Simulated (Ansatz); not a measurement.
Predict the output of the script below (the Python package of Ansatz (0.2.0)).

Script `run_mass.py`:
```python
# -*- coding: utf-8 -*-
import warnings

import ansatz as az
from ase import Atoms
import numpy as np

warnings.simplefilter('ignore', az.DeckWarning)

atoms = Atoms(
    ['Ga', 'N'],
    scaled_positions=[
        (0.0, 0.0, 0.0),
        (0.75, 0.75, 0.75),
    ],
    cell=[
        (0.0, 2.253501, 2.253501),
        (2.253501, 0.0, 2.253501),
        (2.253501, 2.253501, 0.0),
    ],
    pbc=True,
)
system = az.Crystal.from_ase(atoms)

calculation = system.calculation()
calculation = calculation.functional('pbesol')
calculation = calculation.kpoints(8, 8, 8, center='gamma').occupations('fixed')
done = calculation.band_table().run(threads=1, backend='cpu')
data = done.report
levels = np.array(data['eigenvalues_ev'])
filled = round(data['n_electrons'] / 2)
edges = {'top filled band': (filled - 1, levels[:, filled - 1].argmax()), 'lowest empty band': (filled, levels[:, filled].argmin())}
gap = levels[:, filled].min() - levels[:, filled - 1].max()
print(f'gap on the mesh {gap:.3f} eV')
if gap <= 0.05:
    print('no gap: band-edge masses have no meaning here')
    edges = {}
reciprocal = 2 * np.pi * np.linalg.inv(done.lattice.cell_ang).T
step = 0.01  # 1/A

pairs = [(0, 1), (0, 2), (1, 2)]
moves = [sign * axis for axis in np.eye(3) for sign in (-1, 1)]
moves += [s1 * np.eye(3)[i] + s2 * np.eye(3)[j] for i, j in pairs for s1 in (1, -1) for s2 in (1, -1)]
for name, (band, index) in edges.items():
    together = int(np.sum(np.abs(levels[index] - levels[index, band]) < 2e-3))
    print(name, 'at k =', np.round(data['kpoints_frac'][index], 4), f'E = {levels[index, band]:.4f} eV, degeneracy {together}')
    centre = np.array(data['kpoints_frac'][index]) @ reciprocal
    points = [centre] + [centre + step * move for move in moves]
    table = calculation.band_structure(points, intervals=1, cartesian=True).run(threads=1, backend='cpu').band_structure().channels[0].eigenvalues_ev
    if together > 1:
        level = np.flatnonzero(np.abs(levels[index] - levels[index, band]) < 2e-3)
        along = (table[1, level] + table[2, level] - 2 * table[0, level]) / step ** 2
        print('  degenerate level, no single mass tensor; masses of its branches along x:', np.round(7.61996 / along, 3), 'm_e')
        continue
    e = table[:, band]
    hessian = np.diag((e[1:7:2] + e[2:7:2] - 2 * e[0]) / step ** 2)
    for (i, j), (pp, pm, mp, mm) in zip(pairs, e[7:].reshape(3, 4)):
        hessian[i, j] = hessian[j, i] = (pp - pm - mp + mm) / (4 * step ** 2)
    curvatures, axes = np.linalg.eigh(hessian)
    slope = (e[2:7:2] - e[1:7:2]) / (2 * step)
    print('  slope (eV A):', np.round(slope, 3) + 0.0, '' if np.abs(slope).max() < 0.05 else '- no extremum here, so these are local curvatures and no band-edge masses')
    for curvature, axis in zip(curvatures, axes.T):
        print(f'  principal mass {7.61996 / curvature:8.3f} m_e along', np.round(axis, 2) + 0.0)
```

`python run_mass.py` gives:
```text
gap on the mesh 1.664 eV
top filled band at k = [0. 0. 0.] E = 9.5101 eV, degeneracy 3
  degenerate level, no single mass tensor; masses of its branches along x: [-0.155 -0.868 -0.868] m_e
lowest empty band at k = [0. 0. 0.] E = 11.1745 eV, degeneracy 1
  slope (eV A): [0. 0. 0.]
  principal mass    0.151 m_e along [-0.48 -0.86  0.19]
  principal mass    0.151 m_e along [ 0.6  -0.16  0.78]
  principal mass    0.151 m_e along [-0.64  0.49  0.59]
```

What to keep in mind:
- Semilocal gaps usually lie well under measured ones.
- This cell is a computed structure, which may not be the phase found in nature.
- Levels are Kohn-Sham eigenvalues on this mesh, without spin-orbit coupling.
- The masses are finite-difference curvatures at extrema found on a coarse mesh, which needn't be the true band edges; a step that is long against the gap makes them too heavy. Negative values are curvatures of valence bands (the hole mass is their size). Spin-orbit coupling is left out, and light masses scale with the Kohn-Sham gap.
- Finished in 4.4 s on 1 thread of Arm Neoverse V1, with other jobs on the host, peak memory 0.35 GiB.
